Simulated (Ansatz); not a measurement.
# PtSe2 (P-3m1): one cell, many starting occupations, part 2 of 2

Aim: start the open shells of PtSe2 (P-3m1) from different occupation matrices at one fixed cell, and see in which states the SCF ends. Cell and atoms stay fixed.

Ansatz 0.2.0; DFT PBE+U (U_eff = 8 eV on Pt d), plane waves, PAW, no spin–orbit coupling unless a run says so. Earlier steps stand in the parts before.

## Step 5: Random orbitals: fully mixed, first filling

The COD entry's cell or inner coordinates are ideal or old and differ from later refinements, so a difference from it is no clean test against experiment.

The input, input.yaml:

```yaml
crystal:
  lattice:
    - [3.72400029, 0.0, 0.0]
    - [-3.7240003, 6.45015772, 0.0]
    - [0.0, 0.0, 5.06199958]
  atoms:
    - { symbol: Pt, position: [0.0, 0.0, 0.0], spin: 4.0 }
    - { symbol: Se, position: [0.3333333333, 0.3333333334, 0.25] }
    - { symbol: Se, position: [0.6666666667, 0.1666666666, 0.75] }
    - { symbol: Pt, position: [0.0, 0.5, 0.0], spin: -4.0 }
    - { symbol: Se, position: [0.3333333333, 0.8333333333, 0.25] }
    - { symbol: Se, position: [0.6666666667, 0.6666666666, 0.75] }
basis:
  ecutwfc: 420
  ecutrho_ratio: 4
kpoints:
  mp_grid: { grid: [6, 6, 4] }
hamiltonian:
  xc: pbe
  hubbard:
    sites:
      - { site: 0, l: d, u_eff: 8.0, starting_ns: [{ spin: up, occupation_matrix: s0up }, { spin: down, occupation_matrix: s0down }] }
      - { site: 3, l: d, u_eff: 8.0, starting_ns: [{ spin: up, occupation_matrix: s3up }, { spin: down, occupation_matrix: s3down }] }
    occupation_matrices:
      s0up:
        matrix:
          - [0.97, 0.0, 0.0, 0.0, 0.0]
          - [0.0, 0.97, 0.0, 0.0, 0.0]
          - [0.0, 0.0, 0.97, 0.0, 0.0]
          - [0.0, 0.0, 0.0, 0.97, 0.0]
          - [0.0, 0.0, 0.0, 0.0, 0.97]
      s0down:
        matrix:
          - [0.02152, -0.02129, -0.01407, 0.02738, 0.00646]
          - [-0.02129, 0.3181, 0.19696, -0.38327, -0.09049]
          - [-0.01407, 0.19696, 0.15013, -0.25323, -0.05979]
          - [0.02738, -0.38327, -0.25323, 0.51278, 0.11635]
          - [0.00646, -0.09049, -0.05979, 0.11635, 0.04747]
      s3up:
        matrix:
          - [0.13657, 0.12323, 0.12657, 0.01332, 0.25646]
          - [0.12323, 0.15028, 0.1338, 0.01408, 0.27112]
          - [0.12657, 0.1338, 0.15741, 0.01446, 0.27844]
          - [0.01332, 0.01408, 0.01446, 0.02152, 0.02931]
          - [0.25646, 0.27112, 0.27844, 0.02931, 0.58421]
      s3down:
        matrix:
          - [0.97, 0.0, 0.0, 0.0, 0.0]
          - [0.0, 0.97, 0.0, 0.0, 0.0]
          - [0.0, 0.0, 0.97, 0.0, 0.0]
          - [0.0, 0.0, 0.0, 0.97, 0.0]
          - [0.0, 0.0, 0.0, 0.0, 0.97]
    ns_hold: until_converged
scf:
  occupations: { method: gaussian, width: 0.05 }
  lower_state_search: "off"
  max_iter: 150
output:
  forces: true
  stress: true
  eigenvalues: true
  populations: true
  hubbard: { sites: [{ site: 0, l: d }, { site: 3, l: d }] }
  write_density: true
  write_potential: true
  elf: true
  volumetric_format: npy
magnetization:
  spin_polarized: true
```

The typed matrices put 0.97 on the chosen orbitals and 0.02 on the others, and are held until the SCF converges, then released.

Launch:

```sh
$ ansatz run input.yaml --threads 4 --pin off --max-ram 6144MiB --backend cpu --events-out ev --progress --plain --runs-dir out
```

Standard output, shortened:

```text
Warning: crystal.symmetry: narrowed to the stabiliser of the occupation matrices — unitary ops 4 → 2, anti-unitary 4 → 0; lowered by the specified shells (site 0, l: d), (site 3, l: d); largest admitted image defect 4.4e-16, smallest excluded 5.4e-1 — at a splitting's scale: the group the [...]
Warning: RAYON_NUM_THREADS=4 ignored (pool sized by the plan → 4); use --threads N
Pt: projections on atomic orbitals take those of the free atom [Kr 4d10 4f14] 5s2 5p6 5d9 6s1, of charge +0.00 (hamiltonian.pseudopotentials.projection_atoms); the dataset's partial waves leave at most 9.1e-5 of an orbital's norm unspanned inside its sphere
Se: projections on atomic orbitals take those of the free atom [Ar] 3d10 4s2 4p4, of charge +0.00 (hamiltonian.pseudopotentials.projection_atoms); the dataset's partial waves leave at most 2.3e-6 of an orbital's norm unspanned inside its sphere
[...]
WARN: the starting moments were not kept: the SCF closed with an absolute magnetisation of 8.8e-6 μB, where they sum to 8 μB in size (2 sites). That is at most 0.1 of that sum. Measured as dr2_m measures the in/out step, that magnetisation stands 1.4e-11 eV from none, at or under the [...]
WARN: hamiltonian.hubbard: on 2 of 4 specified blocks the occupation matrix of this SCF's result fails the test of the specified filling. At site 0 ↓ (sites count from 0 in the list of atoms of the cell that this SCF solves) the least filled combination of the orbitals specified full has [...]
  specified occupation → Pt0 d_5D dn: matrix, ‖Δ‖_F = 1.7413, Tr Δ = -3.4374, displaced = 1.7401, d_λ = 1.7249; orbital distance = 0.8056
  Pt3 d_5D: site group D3d (-3m); on the run's cell C2h (2/m)
  Pt3 d_5D up     Tr n = 4.4874  λ = 0.766 0.766 0.984 0.985 0.986  [xz 0.62 Eg(1.00)/Bg(1.00) | yz 0.62 Eg(1.00)/Ag(1.00) | z2 0.99 A1g(0.99)/Ag(1.00) | 2× xy 0.31 Eg(1.00)/Ag(0.50)]
  Pt3 d_5D dn     Tr n = 4.4874  λ = 0.766 0.766 0.984 0.985 0.986  [xz 0.62 Eg(1.00)/Bg(1.00) | yz 0.62 Eg(1.00)/Ag(1.00) | z2 0.99 A1g(0.99)/Ag(1.00) | 2× xy 0.31 Eg(1.00)/Ag(0.50)]
  specified occupation → Pt3 d_5D up: matrix, ‖Δ‖_F = 1.8071, Tr Δ = -3.4374, displaced = 1.8656, d_λ = 1.7249; orbital distance = 1.1415
  specified occupation → Pt3 d_5D dn: matrix, ‖Δ‖_F = 0.2896, Tr Δ = +0.3626, displaced = 0.2266, d_λ = 0.2896; orbital distance = 0.0000
  Tr n, λ and their labels are of the run-group-symmetrised matrices; stabiliser: 16 of 16 elements of G0×{1,Θ} (closed), max defect 3.5e-6 at τ = 3.7e-5
```

It took 70 s on 4 threads of Intel Xeon Platinum 8488C (Sapphire Rapids), shared host; peak memory 1.3 GiB.

Result: no gap, pressure 8.1 GPa, no moment over 0.05 μB in any sphere, largest force component 0.81 eV/Å, 2 symmetry operations imposed. The program reports that the typed filling wasn't kept.

The shells' filling, with natural orbitals sorted by occupation:

```csv
shell,channel,electrons,over 0.8,0.2 to 0.8,under 0.2
Pt 5d (atom 1),up,4.49,3,2,0
Pt 5d (atom 1),down,4.49,3,2,0
```

Density in a lattice plane of the grid's cell (edges 7.45 and 5.06 Å, at 0.000 of the third edge), which holds Pt.

Ten even steps from ' ' (0.02 e/Å³) to '@' (11.96 e/Å³):
```
##**::              ::**##**::              ::**
::::                  ::::::                  ::
                                                
                                                
                                                
                                                
                                                
                                                
                                                
                                                
                                                
::::                  ::::::                  ::
##**::              ::**##**::              ::**
@@%%==..          ..==%%@@%%==..          ..==%%
```
Columns run along the first of these edges and rows up along the second, over one cell in 24 and 14 even steps from the bottom left corner. Atoms in the plane (fractional): Pt at (0.00, 0.00), Pt at (0.50, 0.00).

ELF in the same plane.

Values, 8 rows by 12 columns:
```
0.64 0.39 0.35 0.41 0.35 0.39 0.64 0.39 0.35 0.41 0.35 0.39
0.30 0.26 0.51 0.62 0.51 0.26 0.30 0.26 0.51 0.62 0.51 0.26
0.07 0.10 0.37 0.54 0.37 0.10 0.07 0.10 0.37 0.54 0.37 0.10
0.01 0.02 0.08 0.13 0.08 0.02 0.01 0.02 0.08 0.13 0.08 0.02
0.07 0.10 0.37 0.54 0.37 0.10 0.07 0.10 0.37 0.54 0.37 0.10
0.30 0.26 0.51 0.62 0.51 0.26 0.30 0.26 0.51 0.62 0.51 0.26
0.64 0.39 0.35 0.41 0.35 0.39 0.64 0.39 0.35 0.41 0.35 0.39
0.66 0.61 0.25 0.15 0.25 0.61 0.66 0.61 0.25 0.15 0.25 0.61
```
Columns run along the first of these edges and rows up along the second, over one cell in 12 and 8 even steps from the bottom left corner. Atoms in the plane (fractional): Pt at (0.00, 0.00), Pt at (0.50, 0.00).

Both are smooth fields of the valence electrons: close to the nuclei they are not physical.

The highest ELF values outside the cores: 0.87 beside Se, off the lines to its neighbours, 0.9 Å from Se; 0.79 on the Se–Pt line, 0.8 Å from Se; 0.79 in the shell around Se, 0.8 Å from Se.

ELF in the plane through atom 1 (Pt) and two of its nearest Se neighbours, 7.2 Å on a side, that atom in the middle and its first bond to the right.

Ten even steps from ' ' (0.04) to '@' (0.85):
```
**##%%%%%%##++..  ..++########++::..::::----------
##%%@@@@@@@@**....==%%@@@@@@%%%%**--::==++++====--
##%%@@@@@@@@++....**@@@@**==**%%%%++--++######**==
++##%%@@%%##--  ::**@@%%--..--%%%%++--++######**--
..::------::    ..++%%%%##****%%##==--++**####**--
      ....        ::++##%%%%%%**==::::----------::
..==******++--....::----======--....--++++++==--::
++%%@@@@@@%%##++--::--======--::::==**%%%%@@%%##==
##@@@@**++##%%##==--**######**--==##%%**==++%%%%**
##@@##::..==%%%%==--**######**--==%%%%==..::##@@##
**%%%%++==**%%##==--**######**--==##%%##++**@@@@##
==##%%@@%%%%**==::::--======--::--++##%%@@@@@@%%++
::--==++++++--....--======----::....--++******==..
::----------::::==**%%%%%%##++::        ....      
--**####**++--==##%%****##%%%%++..    ::------::..
--**######++--++%%%%--..--%%@@**::  --##%%@@%%##++
==**######++--++%%%%**==**@@@@**....++@@@@@@@@%%##
--====++++==::--**%%%%@@@@@@%%==....**@@@@@@@@%%##
----------::::..::++########++..  ..++##%%%%%%##**
```
Atoms in the plane (Å from the middle): Se (2.5, 0.0), Se (0.3, 2.5), Pt (2.8, 2.5), Se (-0.3, -2.5), Se (-2.5, 0.0), Pt (0.0, 0.0), Pt (-2.8, -2.5).

## Step 6: Random orbitals: drawn by pairs, first filling

input.yaml: that of step 5 with these lines changed.

```diff
@@ -33,14 +33,14 @@
         matrix:
-          - [0.02152, -0.02129, -0.01407, 0.02738, 0.00646]
-          - [-0.02129, 0.3181, 0.19696, -0.38327, -0.09049]
-          - [-0.01407, 0.19696, 0.15013, -0.25323, -0.05979]
-          - [0.02738, -0.38327, -0.25323, 0.51278, 0.11635]
-          - [0.00646, -0.09049, -0.05979, 0.11635, 0.04747]
+          - [0.25587, -0.41042, 0.0, 0.0, 0.0]
+          - [-0.41042, 0.73413, 0.0, 0.0, 0.0]
+          - [0.0, 0.0, 0.02, 0.0, 0.0]
+          - [0.0, 0.0, 0.0, 0.02, 0.0]
+          - [0.0, 0.0, 0.0, 0.0, 0.02]
       s3up:
         matrix:
-          - [0.13657, 0.12323, 0.12657, 0.01332, 0.25646]
-          - [0.12323, 0.15028, 0.1338, 0.01408, 0.27112]
-          - [0.12657, 0.1338, 0.15741, 0.01446, 0.27844]
-          - [0.01332, 0.01408, 0.01446, 0.02152, 0.02931]
-          - [0.25646, 0.27112, 0.27844, 0.02931, 0.58421]
+          - [0.02, 0.0, 0.0, 0.0, 0.0]
+          - [0.0, 0.02, 0.0, 0.0, 0.0]
+          - [0.0, 0.0, 0.495, 0.475, 0.0]
+          - [0.0, 0.0, 0.475, 0.495, 0.0]
+          - [0.0, 0.0, 0.0, 0.0, 0.02]
       s3down:
@@ -63,6 +63,2 @@
   hubbard: { sites: [{ site: 0, l: d }, { site: 3, l: d }] }
-  write_density: true
-  write_potential: true
-  elf: true
-  volumetric_format: npy
 magnetization:
```

The typed matrices put 0.97 on the chosen orbitals and 0.02 on the others, and are held until the SCF converges, then released.

Launch:

```sh
$ ansatz run input.yaml --threads 4 --pin off --max-ram 6144MiB --backend cpu --events-out ev --progress --plain --runs-dir out
```

Standard output, shortened:

```text
Warning: crystal.symmetry: narrowed to the stabiliser of the occupation matrices — unitary ops 4 → 2, anti-unitary 4 → 0; lowered by the specified shells (site 0, l: d), (site 3, l: d); largest admitted image defect 4.4e-16, smallest excluded 7.1e-1 — at a splitting's scale: the group the [...]
Warning: RAYON_NUM_THREADS=4 ignored (pool sized by the plan → 4); use --threads N
Pt: projections on atomic orbitals take those of the free atom [Kr 4d10 4f14] 5s2 5p6 5d9 6s1, of charge +0.00 (hamiltonian.pseudopotentials.projection_atoms); the dataset's partial waves leave at most 9.1e-5 of an orbital's norm unspanned inside its sphere
Se: projections on atomic orbitals take those of the free atom [Ar] 3d10 4s2 4p4, of charge +0.00 (hamiltonian.pseudopotentials.projection_atoms); the dataset's partial waves leave at most 2.3e-6 of an orbital's norm unspanned inside its sphere
[...]
WARN: the starting moments were not kept: the SCF closed with an absolute magnetisation of 1.3e-5 μB, where they sum to 8 μB in size (2 sites). That is at most 0.1 of that sum. Measured as dr2_m measures the in/out step, that magnetisation stands 3.4e-11 eV from none, at or under the [...]
WARN: hamiltonian.hubbard: on 2 of 4 specified blocks the occupation matrix of this SCF's result fails the test of the specified filling. At site 0 ↓ (sites count from 0 in the list of atoms of the cell that this SCF solves) the least filled combination of the orbitals specified full has [...]
  specified occupation → Pt0 d_5D dn: matrix, ‖Δ‖_F = 1.7804, Tr Δ = -3.4374, displaced = 1.8181, d_λ = 1.7249; orbital distance = 1.1000
  Pt3 d_5D: site group D3d (-3m); on the run's cell C2h (2/m)
  Pt3 d_5D up     Tr n = 4.4874  λ = 0.766 0.766 0.984 0.985 0.986  [xz 0.62 Eg(1.00)/Bg(1.00) | yz 0.62 Eg(1.00)/Ag(1.00) | z2 0.99 A1g(0.99)/Ag(1.00) | 2× xy 0.31 Eg(1.00)/Ag(0.50)]
  Pt3 d_5D dn     Tr n = 4.4874  λ = 0.766 0.766 0.984 0.985 0.986  [xz 0.62 Eg(1.00)/Bg(1.00) | yz 0.62 Eg(1.00)/Ag(1.00) | z2 0.99 A1g(0.99)/Ag(1.00) | 2× xy 0.31 Eg(1.00)/Ag(0.50)]
  specified occupation → Pt3 d_5D up: matrix, ‖Δ‖_F = 1.8400, Tr Δ = -3.4374, displaced = 1.9197, d_λ = 1.7249; orbital distance = 1.2190
  specified occupation → Pt3 d_5D dn: matrix, ‖Δ‖_F = 0.2896, Tr Δ = +0.3626, displaced = 0.2266, d_λ = 0.2896; orbital distance = 0.0000
  Tr n, λ and their labels are of the run-group-symmetrised matrices; stabiliser: 16 of 16 elements of G0×{1,Θ} (closed), max defect 6.3e-6 at τ = 1.1e-4
```

It took 68 s on 4 threads of Intel Xeon Platinum 8488C (Sapphire Rapids), shared host; peak memory 1.3 GiB.

It ends with no gap, pressure 8.1 GPa, no moment over 0.05 μB in any sphere, largest force component 0.81 eV/Å, 2 symmetry operations imposed. The program reports that the typed filling wasn't kept.

How the shells are filled (orbitals counted by the eigenvalues of the occupation matrices):

```csv
shell,channel,electrons,over 0.8,0.2 to 0.8,under 0.2
Pt 5d (atom 1),up,4.49,3,2,0
Pt 5d (atom 1),down,4.49,3,2,0
```

## Step 7: From atoms, default search

The input, input.yaml:

```yaml
crystal:
  lattice:
    - [3.72400029, 0.0, 0.0]
    - [-3.7240003, 6.45015772, 0.0]
    - [0.0, 0.0, 5.06199958]
  atoms:
    - { symbol: Pt, position: [0.0, 0.0, 0.0], spin: 4.0 }
    - { symbol: Se, position: [0.3333333333, 0.3333333334, 0.25] }
    - { symbol: Se, position: [0.6666666667, 0.1666666666, 0.75] }
    - { symbol: Pt, position: [0.0, 0.5, 0.0], spin: -4.0 }
    - { symbol: Se, position: [0.3333333333, 0.8333333333, 0.25] }
    - { symbol: Se, position: [0.6666666667, 0.6666666666, 0.75] }
basis:
  ecutwfc: 420
  ecutrho_ratio: 4
kpoints:
  mp_grid: { grid: [6, 6, 4] }
hamiltonian:
  xc: pbe
  hubbard:
    sites: [{ site: 0, l: d, u_eff: 8.0 }, { site: 3, l: d, u_eff: 8.0 }]
scf:
  occupations: { method: gaussian, width: 0.05 }
output:
  forces: true
  stress: true
  eigenvalues: true
  populations: true
  hubbard: { sites: [{ site: 0, l: d }, { site: 3, l: d }] }
  write_density: true
  write_potential: true
  elf: true
  volumetric_format: npy
magnetization:
  spin_polarized: true
```

Launch:

```sh
$ ansatz run input.yaml --threads 4 --pin off --max-ram 6144MiB --backend cpu --events-out ev --progress --plain --runs-dir out
```

Standard output, shortened:

```text
Warning: where an SCF of this run starts from atoms to list the orders of its open shells, Pt (site 0, from 0) starts with 1.00 μB on its 5d shell and 1.00 μB on its 6s shell, in the place of the 4.00 μB that the deck gives it: its open shells can hold no more by Hund's first rule. To [...]
Warning: RAYON_NUM_THREADS=4 ignored (pool sized by the plan → 4); use --threads N
Pt: projections on atomic orbitals take those of the free atom [Kr 4d10 4f14] 5s2 5p6 5d9 6s1, of charge +0.00 (hamiltonian.pseudopotentials.projection_atoms); the dataset's partial waves leave at most 9.1e-5 of an orbital's norm unspanned inside its sphere
[...]
WARN: the translation (0, 0.5, 0) carries every atom to within crystal.symmetry.tolerance of an atom of its element with the starting moment reversed, but both spin channels are solved: site 1 translated lies 7.07e-11 (fractional; 3.23e-10 Å) from site 4 (counted from 0 in this solve's [...]
WARN: the starting moments were not kept: the SCF closed with an absolute magnetisation of 2.2e-5 μB, where they sum to 8 μB in size (2 sites). That is at most 0.1 of that sum. Measured as dr2_m measures the in/out step, that magnetisation stands 5.0e-11 eV from none, at or under the [...]
     3     Pt     17.6840     0.0000
     4     Se     16.0666     0.0000
     5     Se     16.0666    -0.0000
  spilling = 0.003657 (of n_electrons = 100.000000)
--- Occupation matrices: 2 shells (run DFT+U table (all-electron-ortho-atomic); ε = 1.41e-3) ---
  Pt0 d_5D: site group D3d (-3m); on the run's cell C2h (2/m)
  Pt0 d_5D up     Tr n = 4.4874  λ = 0.766 0.766 0.984 0.985 0.986  [2× yz 0.31 Eg(1.00)/Ag(0.50) | 3× z2 0.33 Eg(0.67)/Ag(0.67)]
  Pt0 d_5D dn     Tr n = 4.4874  λ = 0.766 0.766 0.984 0.985 0.986  [2× yz 0.31 Eg(1.00)/Ag(0.50) | 3× z2 0.33 Eg(0.67)/Ag(0.67)]
  Pt3 d_5D: site group D3d (-3m); on the run's cell C2h (2/m)
  Pt3 d_5D up     Tr n = 4.4874  λ = 0.766 0.766 0.984 0.985 0.986  [2× yz 0.31 Eg(1.00)/Ag(0.50) | 3× z2 0.33 Eg(0.67)/Ag(0.67)]
  Pt3 d_5D dn     Tr n = 4.4874  λ = 0.766 0.766 0.984 0.985 0.986  [2× yz 0.31 Eg(1.00)/Ag(0.50) | 3× z2 0.33 Eg(0.67)/Ag(0.67)]
  Tr n, λ and their labels are of the run-group-symmetrised matrices; stabiliser: 16 of 16 elements of G0×{1,Θ} (closed), max defect 5.9e-6 at τ = 3.0e-4
```

Run time: 64 s. Hardware: 4 threads of Intel Xeon Platinum 8488C (Sapphire Rapids), shared host; peak memory 1.4 GiB.

Result: no gap, pressure 8.1 GPa, no moment over 0.05 μB in any sphere, largest force component 0.81 eV/Å, 4 symmetry operations imposed.

How the shells are filled (orbitals counted by the eigenvalues of the occupation matrices):

```csv
shell,channel,electrons,over 0.8,0.2 to 0.8,under 0.2
Pt 5d (atom 1),up,4.49,3,2,0
Pt 5d (atom 1),down,4.49,3,2,0
```

Density in a lattice plane of the grid's cell (edges 7.45 and 5.06 Å, at 0.000 of the third edge), which holds Pt.

Ten even steps from ' ' (0.02 e/Å³) to '@' (11.96 e/Å³):
```
##**::              ::**##**::              ::**
::::                  ::::::                  ::
                                                
                                                
                                                
                                                
                                                
                                                
                                                
                                                
                                                
::::                  ::::::                  ::
##**::              ::**##**::              ::**
@@%%==..          ..==%%@@%%==..          ..==%%
```
Columns run along the first of these edges and rows up along the second, over one cell in 24 and 14 even steps from the bottom left corner. Atoms in the plane (fractional): Pt at (0.00, 0.00), Pt at (0.50, 0.00).

ELF in the same plane.

Values, 8 rows by 12 columns:
```
0.64 0.39 0.35 0.41 0.35 0.39 0.64 0.39 0.35 0.41 0.35 0.39
0.30 0.26 0.51 0.62 0.51 0.26 0.30 0.26 0.51 0.62 0.51 0.26
0.07 0.10 0.37 0.54 0.37 0.10 0.07 0.10 0.37 0.54 0.37 0.10
0.01 0.02 0.08 0.13 0.08 0.02 0.01 0.02 0.08 0.13 0.08 0.02
0.07 0.10 0.37 0.54 0.37 0.10 0.07 0.10 0.37 0.54 0.37 0.10
0.30 0.26 0.51 0.62 0.51 0.26 0.30 0.26 0.51 0.62 0.51 0.26
0.64 0.39 0.35 0.41 0.35 0.39 0.64 0.39 0.35 0.41 0.35 0.39
0.66 0.61 0.25 0.15 0.25 0.61 0.66 0.61 0.25 0.15 0.25 0.61
```
Columns run along the first of these edges and rows up along the second, over one cell in 12 and 8 even steps from the bottom left corner. Atoms in the plane (fractional): Pt at (0.00, 0.00), Pt at (0.50, 0.00).

Both are smooth fields of the valence electrons: close to the nuclei they are not physical.

Outside the cores ELF peaks at 0.87 beside Se, off the lines to its neighbours, 0.9 Å from Se; 0.79 on the Se–Pt line, 0.8 Å from Se; 0.79 in the shell around Se, 0.8 Å from Se.

ELF in the plane through atom 1 (Pt) and two of its nearest Se neighbours, 7.2 Å on a side, that atom in the middle and its first bond to the right.

Ten even steps from '0' (0.04) to '9' (0.85):
```
6788875101577775212233333
7899996114899988632455443
7899995116996468853577764
5789873026983138853577763
1233320015887668743567763
0001100002578886422333332
1466653112334443113555432
5899987532344432246889874
7996578743677763478645886
7972148843677763488412797
6885468743677763478756997
4789886422344432357899985
2345553113444332113566641
2333332246888752000011000
3677653478667885100233321
3677753588313896203789875
4677753588646996115999987
3445542368899984116999987
3333322125777751015788876
```
Atoms in the plane (Å from the middle): Se (2.5, 0.0), Se (0.3, 2.5), Pt (2.8, 2.5), Se (-0.3, -2.5), Se (-2.5, 0.0), Pt (0.0, 0.0), Pt (-2.8, -2.5).

## Step 8: All runs side by side

This closing draws on all 2 parts.

Energies count from the lowest free state and have the smearing extrapolated to zero.

| start | energy (meV/atom) | gap (eV) | pressure (GPa) | largest moment (μB) | SCF cycles | time |
| --- | --- | --- | --- | --- | --- | --- |
| random orbitals: fully mixed, first filling | 0.0 | metal | 8.1 | 0.00 | 40 | 70 s |
| natural orbitals of the symmetric run, filled by rank | 0.0 | metal | 8.1 | 0.00 | 27 | 31 s |
| random orbitals: single harmonics, first filling | 0.0 | metal | 8.1 | 0.00 | 37 | 47 s |
| random orbitals: drawn by pairs, first filling | 0.0 | metal | 8.1 | 0.00 | 37 | 68 s |
| from atoms, symmetry kept, no search | 0.0 | metal | 8.1 | 0.00 | 16 | 21 s |
| from atoms, default search | 0.0 | metal | 8.1 | 0.00 | 22 | 64 s |

The 6 free runs end within about 1 meV/atom of each other. The run with the program's default settings reaches the lowest one found. So large a U on a 4d or 5d shell is far over usual values; moments found here can be its artefacts. The lowest state found need not be the ground state, and the geometry wasn't relaxed for any of them. Spin–orbit coupling is left out.
